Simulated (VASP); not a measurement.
# Hf (P6_3/mmc) in VASP: notebook

Aim: see how the results for Hf move with the level of theory and the settings. Levels: PBEsol, PBE, LDA. Tasks: elastic constants, phonons.

Program: VASP 6.6.1. These are calculated values, not measurements. Logs are shortened: lines on timing, memory, paths and dates and some standing lists are left out, and cuts for length are marked.

## 1. The crystal as given

Symmetry: P6_3/mmc, No. 194, hexagonal system. The conventional cell has a = 3.156 Å, b = 3.156 Å, c = 4.990 Å, α = 90.00°, β = 90.00°, γ = 120.00°. Around Hf (site symmetry -6m2) lie 12 Hf at 3.09 to 3.16 Å.

## 2. Elastic constants, PBEsol

POSCAR reads:

```
Hf
1.0
    3.1559915280      0.0000000000      0.0000000000
   -1.5779957640      2.7331688374      0.0000000000
   -0.0000000000     -0.0000000000      4.9901023118
  Hf
     2
Direct
     0.3333333332999970    0.6666666667000030    0.2500000000000000
     0.6666666667000030    0.3333333332999970    0.7500000000000000
```

INCAR.step1 reads:

```
ALGO = Normal ; EDIFF = 1E-8
EDIFFG = -0.002 ; ENCUT = 600
GGA = PS ; IBRION = 2
ISIF = 3 ; ISMEAR = 1
KPAR = 2 ; LASPH = True
LCHARG = False ; LREAL = False
LWAVE = False ; NELM = 80
NSW = 40 ; PREC = Accurate
SIGMA = 0.2
```

INCAR.step2 reads:

```
ALGO = Normal ; EDIFF = 1E-8
ENCUT = 600 ; GGA = PS
IBRION = 6 ; ISIF = 3
ISMEAR = 1 ; KPAR = 2
LASPH = True ; LCHARG = False
LREAL = False ; LWAVE = False
NELM = 80 ; NFREE = 2
NSW = 1 ; POTIM = 0.015
PREC = Accurate ; SIGMA = 0.2
```

KPOINTS reads:

```
k-points
0
Gamma
  24 24 14
```

Potentials or basis: VASP PAW PBE potentials, release 64 (Hf_pv).

Launch:

```
$ cat potpaw_PBE.64/Hf_pv/POTCAR > POTCAR
$ cp INCAR.step1 INCAR
$ mpirun -np 2 vasp_std > vasp.out
$ cp CONTCAR POSCAR
$ cp INCAR.step2 INCAR
$ mpirun -np 2 vasp_std > vasp.out
```

OUTCAR:

```text
EDIFF = 1E-8
   ENCUT = 600
   GGA = PS
   IBRION = 6
   ISIF = 3
   ISMEAR = 1
   LASPH = True
   LREAL = False
   NELM = 80
   NFREE = 2
   NSW = 1
   POTIM = 0.015
   PREC = Accurate

 ion  position               nearest neighbor table
   1  0.333  0.667  0.250-   2 3.09   2 3.09   2 3.09   2 3.09   2 3.09   2 3.09
   2  0.667  0.333  0.750-   1 3.09   1 3.09   1 3.09   1 3.09   1 3.09   1 3.09

  LATTYP: Found a hexagonal cell.
 ALAT       =     3.1568959495
 C/A-ratio  =     1.5807418600

  Lattice vectors:

 A1 = (   3.1568959495,   0.0000000000,   0.0000000000)
 A2 = (  -1.5784479747,   2.7339520894,   0.0000000000)
 A3 = (   0.0000000000,   0.0000000000,   4.9902375749)

Analysis of symmetry for initial positions (statically):
=====================================================================
 Subroutine PRICEL returns:
 Original cell was already a primitive cell.

 Routine SETGRP: Setting up the symmetry group for a
 hexagonal supercell.

 Subroutine GETGRP returns: Found 24 space group operations
 (whereof 12 operations were pure point group operations)
 out of a pool of 24 trial point group operations.

The static configuration has the point symmetry D_3d.
 The point group associated with its full space group is D_6h.

Analysis of symmetry for dynamics (positions and initial velocities):
=====================================================================
 Subroutine PRICEL returns:
 Original cell was already a primitive cell.

 Routine SETGRP: Setting up the symmetry group for a
 hexagonal supercell.

 Subroutine GETGRP returns: Found 24 space group operations
 (whereof 12 operations were pure point group operations)
 out of a pool of 24 trial point group operations.

The dynamic configuration has the point symmetry D_3d.
[... 754 lines left out ...]
     11       5.7572     -0.00001
     12       5.9410     -0.00000
     13       6.7673     -0.00000
     14      11.1120      0.00000

 [... further k-points ...]

------------------------ aborting loop because EDIFF is reached ----------------------------------------

  FORCE on cell =-STRESS in cart. coord.  units (eV):
  Direction    XX          YY          ZZ          XY          YZ          ZX
  --------------------------------------------------------------------------------------
  -------------------------------------------------------------------------------------
  Total        0.0008223      0.0008223      0.0042165      0.0000000     -0.0000000      0.0000000
  in kB        0.0305889      0.0305889      0.1568517      0.0000000     -0.0000000      0.0000000
  external PRESSURE =       0.0726765 kB  Pullay stress =       0.0000000 kB
[... 17 lines left out ...]
  FREE ENERGIE OF THE ION-ELECTRON SYSTEM (eV)
  ---------------------------------------------------
  free  energy   TOTEN  =       -21.0057344108 eV

  energy  without entropy=      -21.0101210733  energy(sigma->0) =      -21.00719663

 INTERNAL STRAIN TENSORS FROM STRAINED CELLS
 ============================================

 INTERNAL STRAIN TENSOR FOR ION    1 for displacements in x,y,z  (eV/Angst):
          X           Y           Z          XY          YZ          ZX
  --------------------------------------------------------------------------------
  x     0.00000     0.00000     0.00000    -2.52163    -0.00000     0.00000
  y    -2.52539     2.52781     0.00000     0.00021     0.00010    -0.00004
  z    -0.00000     0.00000     0.00000     0.00000     0.00396    -0.00000

 INTERNAL STRAIN TENSORS FROM DISPLACED ATOMS
 ============================================

 INTERNAL STRAIN TENSOR FOR ION    1 for displacements in x,y,z  (eV/Angst):
          X           Y           Z          XY          YZ          ZX
  --------------------------------------------------------------------------------
  x     0.00000     0.00000     0.00000    -2.53427     0.00000     0.00000
  y    -2.53427     2.53427     0.00000     0.00000     0.00000     0.00000
  z    -0.00000    -0.00000     0.00000     0.00000    -0.00000     0.00000

 INTERNAL STRAIN TENSOR FOR ION    2 for displacements in x,y,z  (eV/Angst):
          X           Y           Z          XY          YZ          ZX
  --------------------------------------------------------------------------------
  x     0.00000     0.00000     0.00000     2.53427     0.00000     0.00000
  y     2.53427    -2.53427     0.00000     0.00000     0.00000     0.00000
  z     0.00000     0.00000     0.00000     0.00000     0.00000     0.00000

 Eigenvectors and eigenvalues of the dynamical matrix
 ----------------------------------------------------

   1 f  =    3.127676 THz    19.651770 2PiTHz  104.328052 cm-1    12.935024 meV
             X         Y         Z           dx          dy          dz
     -0.000000  1.822635  1.247559     0.000000   -0.000000    0.707107
      1.578448  0.911317  3.742678     0.000000   -0.000000   -0.707107
[... 16 lines left out ...]
   5 f  =    0.000000 THz     0.000000 2PiTHz    0.000000 cm-1     0.000000 meV
             X         Y         Z           dx          dy          dz
     -0.000000  1.822635  1.247559     0.226350    0.231464   -0.628641
      1.578448  0.911317  3.742678     0.226350    0.231464   -0.628641

   6 f/i=    0.000000 THz     0.000000 2PiTHz    0.000001 cm-1     0.000000 meV
             X         Y         Z           dx          dy          dz
     -0.000000  1.822635  1.247559    -0.136698   -0.633636   -0.282523
      1.578448  0.911317  3.742678    -0.136698   -0.633636   -0.282523

--------------------------------------------------------------------------------------------------------

 ELASTIC MODULI CONTR FROM IONIC RELAXATION (kBar)
 Direction    XX          YY          ZZ          XY          YZ          ZX
 --------------------------------------------------------------------------------
 XX        -114.0078    114.0078      0.0000     -0.0000      0.0000      0.0000
 YY         114.0078   -114.0078      0.0000      0.0000     -0.0000      0.0000
 ZZ           0.0000      0.0000      0.0000      0.0000      0.0000      0.0000
 XY          -0.0000      0.0000      0.0000   -114.0078     -0.0000      0.0000
 YZ           0.0000     -0.0000      0.0000     -0.0000     -0.0000      0.0000
 ZX           0.0000      0.0000      0.0000      0.0000      0.0000      0.0000
 --------------------------------------------------------------------------------

 TOTAL ELASTIC MODULI (kBar)
 Direction    XX          YY          ZZ          XY          YZ          ZX
 --------------------------------------------------------------------------------
 XX        1909.8067    745.7453    738.4001     -0.0000     -0.0000      0.0000
 YY         745.7453   1909.8067    738.4001      0.0000     -0.0000      0.0000
 ZZ         738.4001    738.4001   2090.9454      0.0000      0.0000      0.0000
 XY          -0.0000      0.0000      0.0000    582.0307      0.0000      0.0000
 YZ          -0.0000      0.0000      0.0000     -0.0000    520.9386      0.0000
 ZX           0.0000     -0.0000      0.0000      0.0000      0.0000    520.9385
 --------------------------------------------------------------------------------
```

Run time: 49 min. Hardware: 2 MPI ranks of Intel Xeon 6975P-C (Granite Rapids), shared host; peak memory 2.3 GiB.

What came out:

* Relaxed volume: 21.53 Å³/atom
* Relaxed cell: a = 3.157 Å, b = 3.157 Å, c = 4.990 Å, α = 90.00°, β = 90.00°, γ = 120.00°
* Space group after relaxing (to 0.05 Å): P6_3/mmc (No. 194)
* Voigt bulk modulus: 115 GPa
* Highest phonon frequency at Γ: 104 cm⁻¹

Final structure:
```cif
data_structure
_symmetry_space_group_name_H-M 'P 1'
_symmetry_Int_Tables_number 1
_cell_length_a 3.1569
_cell_length_b 3.1569
_cell_length_c 4.9902
_cell_angle_alpha 90.000
_cell_angle_beta 90.000
_cell_angle_gamma 120.000
_cell_volume 43.07
loop_
_atom_site_label
_atom_site_type_symbol
_atom_site_fract_x
_atom_site_fract_y
_atom_site_fract_z
_atom_site_occupancy
Hf1 Hf 0.33333 0.66667 0.25000 1
Hf2 Hf 0.66667 0.33333 0.75000 1
```

Phonon frequencies in cm⁻¹ (negative: imaginary):
| q point | frequencies |
| --- | --- |
| (0.000, 0.000, 0.000) | 0 0 0 80 80 104 |

Elastic tensor in Voigt notation (GPa, in the Cartesian axes of the cell as first typed):
```
191  75  74   0   0   0
 75 191  74   0   0   0
 74  74 209   0   0   0
  0   0   0  52   0   0
  0   0   0   0  52   0
  0   0   0   0   0  58
```

Clamped-ion elastic tensor (GPa):
```
202  63  74   0   0   0
 63 202  74   0   0   0
 74  74 209   0   0   0
  0   0   0  52   0   0
  0   0   0   0  52   0
  0   0   0   0   0  70
```

Caveat: the PAW data sets were made with another functional, which shifts forces and pressure a little.

## 3. Phonons, PBEsol

POSCAR is that of step 2.

INCAR.step1 reads:

```
SYSTEM = Hf
PREC = Accurate
ENCUT = 600
EDIFF = 1E-8
ISMEAR = 1
SIGMA = 0.2
LREAL = .FALSE.
LASPH = .TRUE.
NELM = 80
ALGO = Fast
ISIF = 3
LWAVE = .FALSE.
LCHARG = .FALSE.
GGA = PS
KPAR = 2
IBRION = 2
NSW = 40
EDIFFG = -0.002
```

INCAR.step2 reads:

```
SYSTEM = Hf
PREC = Accurate
ENCUT = 600
EDIFF = 1E-8
ISMEAR = 1
SIGMA = 0.2
LREAL = .FALSE.
LASPH = .TRUE.
NELM = 80
ALGO = Fast
ISIF = 2
LWAVE = .FALSE.
LCHARG = .FALSE.
GGA = PS
KPAR = 2
IBRION = 6
NFREE = 2
POTIM = 0.015
NSW = 1
```

KPOINTS reads:

```
Automatic mesh
0
G
  24 24 14
  0 0 0
```

Potentials or basis: VASP PAW PBE potentials, release 64 (Hf_pv).

Launch:

```
$ cat potpaw_PBE.64/Hf_pv/POTCAR > POTCAR
$ cp INCAR.step1 INCAR
$ mpirun -np 2 vasp_std > vasp.out
$ cp CONTCAR POSCAR
$ cp INCAR.step2 INCAR
$ mpirun -np 2 vasp_std > vasp.out
```

OUTCAR:

```text
SYSTEM = Hf
   PREC = Accurate
   ENCUT = 600
   EDIFF = 1E-8
   ISMEAR = 1
   LREAL = .FALSE.
   LASPH = .TRUE.
   NELM = 80
   ISIF = 2
   GGA = PS
   IBRION = 6
   NFREE = 2
   POTIM = 0.015
   NSW = 1

 ion  position               nearest neighbor table
   1  0.333  0.667  0.250-   2 3.09   2 3.09   2 3.09   2 3.09   2 3.09   2 3.09
   2  0.667  0.333  0.750-   1 3.09   1 3.09   1 3.09   1 3.09   1 3.09   1 3.09

  LATTYP: Found a hexagonal cell.
 ALAT       =     3.1568599449
 C/A-ratio  =     1.5807575837

  Lattice vectors:

 A1 = (   3.1568599449,   0.0000000000,   0.0000000000)
 A2 = (  -1.5784299725,   2.7339209085,   0.0000000000)
 A3 = (   0.0000000000,   0.0000000000,   4.9902302987)

Analysis of symmetry for initial positions (statically):
=====================================================================
 Subroutine PRICEL returns:
 Original cell was already a primitive cell.

 Routine SETGRP: Setting up the symmetry group for a
 hexagonal supercell.

 Subroutine GETGRP returns: Found 24 space group operations
 (whereof 12 operations were pure point group operations)
 out of a pool of 24 trial point group operations.

The static configuration has the point symmetry D_3d.
 The point group associated with its full space group is D_6h.

Analysis of symmetry for dynamics (positions and initial velocities):
=====================================================================
 Subroutine PRICEL returns:
 Original cell was already a primitive cell.
[... 331 lines left out ...]
      7      -2.4925      2.00000
      8       1.1903      2.00000
      9       5.8389     -0.00000
     10       6.1970     -0.00000
     11       6.1970     -0.00000
     12       6.5043     -0.00000
     13       7.0629     -0.00000
     14       7.0630     -0.00000
[... 377 lines left out ...]
      1     -25.7825      2.00000
      2     -25.6159      2.00000
      3     -25.5644      2.00000
      4     -25.3415      2.00000
      5     -25.2447      2.00000
      6     -25.0978      2.00000
      7       1.6124      2.00000
      8       2.1916      2.00000
      9       2.6886      2.00000
     10       4.2754      2.00000
     11       5.7574     -0.00001
     12       5.9411     -0.00000
     13       6.7674     -0.00000
     14      11.1174      0.00000

 [... further k-points ...]

------------------------ aborting loop because EDIFF is reached ----------------------------------------

  FORCE on cell =-STRESS in cart. coord.  units (eV):
  Direction    XX          YY          ZZ          XY          YZ          ZX
  --------------------------------------------------------------------------------------
  -------------------------------------------------------------------------------------
  Total        0.0015892      0.0015892      0.0046528      0.0000000      0.0000000      0.0000000
  in kB        0.0591179      0.0591179      0.1730863      0.0000000      0.0000000      0.0000000
  external PRESSURE =       0.0971074 kB  Pullay stress =       0.0000000 kB
[... 17 lines left out ...]
  FREE ENERGIE OF THE ION-ELECTRON SYSTEM (eV)
  ---------------------------------------------------
  free  energy   TOTEN  =       -21.0057341357 eV

  energy  without entropy=      -21.0101207807  energy(sigma->0) =      -21.00719635

 INTERNAL STRAIN TENSORS FROM DISPLACED ATOMS
 ============================================

 INTERNAL STRAIN TENSOR FOR ION    1 for displacements in x,y,z  (eV/Angst):
          X           Y           Z          XY          YZ          ZX
  --------------------------------------------------------------------------------
  x     0.00000     0.00000     0.00000    -2.54499     0.00000     0.00000
  y    -2.54499     2.54499     0.00000     0.00000     0.00000     0.00000
  z     0.00000     0.00000     0.00000     0.00000     0.00000    -0.00000

 INTERNAL STRAIN TENSOR FOR ION    2 for displacements in x,y,z  (eV/Angst):
          X           Y           Z          XY          YZ          ZX
  --------------------------------------------------------------------------------
  x     0.00000     0.00000     0.00000     2.54499     0.00000     0.00000
  y     2.54499    -2.54499    -0.00000     0.00000     0.00000     0.00000
  z     0.00000     0.00000    -0.00000     0.00000     0.00000     0.00000

 Eigenvectors and eigenvalues of the dynamical matrix
 ----------------------------------------------------

   1 f  =    3.129174 THz    19.661181 2PiTHz  104.378015 cm-1    12.941219 meV
             X         Y         Z           dx          dy          dz
     -0.000000  1.822614  1.247558     0.000000    0.000000    0.707107
      1.578430  0.911307  3.742673    -0.000000    0.000000   -0.707107
[... 16 lines left out ...]
   5 f  =    0.000000 THz     0.000000 2PiTHz    0.000000 cm-1     0.000000 meV
             X         Y         Z           dx          dy          dz
     -0.000000  1.822614  1.247558     0.000000    0.000000    0.707107
      1.578430  0.911307  3.742673    -0.000000    0.000000    0.707107

   6 f/i=    0.000000 THz     0.000000 2PiTHz    0.000000 cm-1     0.000000 meV
             X         Y         Z           dx          dy          dz
     -0.000000  1.822614  1.247558    -0.707107    0.000000    0.000000
      1.578430  0.911307  3.742673    -0.707107   -0.000000    0.000000

 ELASTIC MODULI CONTR FROM IONIC RELAXATION (kBar)
 Direction    XX          YY          ZZ          XY          YZ          ZX
 --------------------------------------------------------------------------------
 XX        -114.9505    114.9505      0.0000      0.0000      0.0000     -0.0000
 YY         114.9505   -114.9505     -0.0000     -0.0000      0.0000      0.0000
 ZZ           0.0000     -0.0000     -0.0000     -0.0000      0.0000      0.0000
 XY           0.0000     -0.0000     -0.0000   -114.9505      0.0000      0.0000
 YZ           0.0000      0.0000      0.0000      0.0000      0.0000      0.0000
 ZX          -0.0000      0.0000      0.0000      0.0000      0.0000     -0.0000
 --------------------------------------------------------------------------------
```

OSZICAR.step1:

```text
N       E                     dE             d eps       ncg     rms          rms(c)
DAV:   1     0.506506349062E+02    0.50651E+02   -0.12652E+04 13664   0.152E+03
DAV:   2    -0.196347455264E+02   -0.70285E+02   -0.69077E+02 16906   0.289E+02
DAV:   3    -0.217384250650E+02   -0.21037E+01   -0.20573E+01 18480   0.320E+01
DAV:   4    -0.217573303951E+02   -0.18905E-01   -0.18884E-01 15736   0.373E+00
[... 44 lines left out ...]
DAV:   1    -0.210061308350E+02   -0.17077E-05   -0.87100E-05 14444   0.778E-02    0.821E-03
RMM:   2    -0.210061298245E+02    0.10105E-05   -0.10584E-06 14393   0.876E-03    0.325E-03
RMM:   3    -0.210061295001E+02    0.32444E-06   -0.48735E-07 14928   0.495E-03    0.315E-03
RMM:   4    -0.210061295054E+02   -0.52910E-08   -0.17638E-07 14411   0.262E-03    0.841E-04
RMM:   5    -0.210061295113E+02   -0.59595E-08   -0.31256E-08 10488   0.974E-04
   5 F= -.21006130E+02 E0= -.21007572E+02  d E =-.385133E-06
```

It took 35 min on 2 MPI ranks of Intel Xeon Platinum 8488C (Sapphire Rapids), shared host; peak memory 2.2 GiB.

Results:

* Relaxed volume: 21.53 Å³/atom
* Relaxed cell: a = 3.157 Å, b = 3.157 Å, c = 4.990 Å, α = 90.00°, β = 90.00°, γ = 120.00°
* Space group after relaxing (to 0.05 Å): P6_3/mmc (No. 194)
* Highest phonon frequency at Γ: 104 cm⁻¹

Final structure:
```
Hf
1.0
     3.15686    0.00000    0.00000
    -1.57843    2.73392    0.00000
     0.00000    0.00000    4.99023
Hf
2
Direct
  0.33333 0.66667 0.25000
  0.66667 0.33333 0.75000
```

Phonon frequencies in cm⁻¹ (negative: imaginary):
```
              q point      frequencies
(0.000, 0.000, 0.000)  0 0 0 80 80 104
```

Caveat: the PAW data sets were made with another functional, which shifts forces and pressure a little. Spin-orbit coupling is left out, which matters for the levels of Hf.

[end of part 1 of 2]
